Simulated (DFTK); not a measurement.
A run of DFTK 0.8.2:

Contents of run.jl:

```julia
using DFTK
using PseudoPotentialData
using Unitful, UnitfulAtomic
using LinearAlgebra, Printf
using AtomsBase
include("save.jl")
disable_threading()

cell = [[-1.4844496776, 1.4844496776, 1.4844496776],
        [1.4844496776, -1.4844496776, 1.4844496776],
        [1.4844496776, 1.4844496776, -1.4844496776]]u"Å"
system = periodic_system([:Cr => [0.0, 0.0, 0.0]],
                         cell; fractional=true)
lattice   = austrip.(hcat(cell_vectors(system)...))
symbols   = atomic_symbol(system, :) .|> Symbol
positions = [lattice \ austrip.(position(system, i)) for i in 1:length(system)]
pseudopotentials = Dict(:Cr => "Cr.upf")
elements = Dict(s => ElementPsp(s, pseudopotentials; rcut=10.0) for s in unique(symbols))
atoms    = [elements[s] for s in symbols]
magnetic_moments = [3.0]

build_model(lattice, positions; symmetries=true) =
    model_DFT(lattice, atoms, positions;
              functionals=r2SCAN(),
              magnetic_moments,
              spin_polarization=:collinear,
              temperature=austrip(0.05u"eV"),
              smearing=Smearing.FermiDirac(),
              symmetries)
Ecut  = 47.0  # hartree
kgrid = [8, 8, 8]
tol   = 1e-6
to_GPa = ustrip(uconvert(u"GPa", 1u"hartree/bohr^3"))

model = build_model(lattice, positions)
basis = PlaneWaveBasis(model; Ecut, kgrid)
display(basis)
scfres = self_consistent_field(basis;
                               tol,
                               ρ=guess_density(basis, magnetic_moments),
                               nbandsalg=AdaptiveBands(model; n_bands_converge=13),
                               solver=ScfAndersonSolver())
display(scfres.energies)
@printf "Fermi level: %.6f eV\n" ustrip(auconvert(u"eV", something(scfres.εF, NaN)))
forces = compute_forces_cart(scfres)
println("Forces (eV/Å)")
for (s, f) in zip(symbols, forces)
    @printf "%-3s %12.6f %12.6f %12.6f\n" s ustrip.(auconvert.(u"eV/Å", f))...
end
stress = compute_stresses_cart(scfres)
println("Stress (GPa)")
display(round.(stress * to_GPa; digits=4))
@printf "Total moment: %.4f μB\n" sum(spin_density(scfres.ρ)) * scfres.basis.dvol
println("Levels at the first k-point (eV): ", round.(ustrip.(auconvert.(u"eV", scfres.eigenvalues[1][1:scfres.n_bands_converge])); digits=4))
save_scf!(scfres; forces, stress)

points = Dict("G" => [0.0, 0.0, 0.0], "H" => [0.5, -0.5, 0.5], "P" => [0.25, 0.25, 0.25], "N" => [0.0, 0.0, 0.5])
segments = [("G", "H", 10), ("H", "N", 7), ("N", "G", 7), ("G", "P", 8), ("P", "H", 8), ("P", "N", 5)]
kcoords = vcat([[points[a] + t * (points[b] - points[a]) for t in range(0, 1, n)] for (a, b, n) in segments]...)
bands = compute_bands(scfres, ExplicitKpoints(kcoords); n_bands=15, tol=1e-5)
for (k, ε) in zip(bands.basis.kpoints, bands.eigenvalues)
    @printf "%d %8.4f %8.4f %8.4f " k.spin k.coordinate...
    println(join([@sprintf("%9.4f", e) for e in ustrip.(auconvert.(u"eV", ε .- scfres.εF))]))
end
results["band_energies"] = rows(bands.eigenvalues); results["band_kpoints"] = rows(kcoords)
```

Potentials or basis: in-house norm-conserving set (r2SCAN, scalar relativistic).

Run with:

```bash
$ julia --threads=1 run.jl  # save.jl only writes the numbers to a file and isn't shown; printed stress counts tension as positive; times include loading and compiling
```

Hardware: 1 thread of Intel(R) Xeon(R) Platinum 8259CL CPU @ 2.50GHz (Skylake/Cascade Lake), on a shared host.

**Question.** Estimate the wall time of this run.

**Answer.** Wall time 3.9 min on 1 thread of Intel(R) Xeon(R) Platinum 8259CL CPU @ 2.50GHz (Skylake/Cascade Lake), on a shared host, peak memory 1.7 GiB. Counts: scf iterations 16, k points 29, plane waves 1409, bands 13.
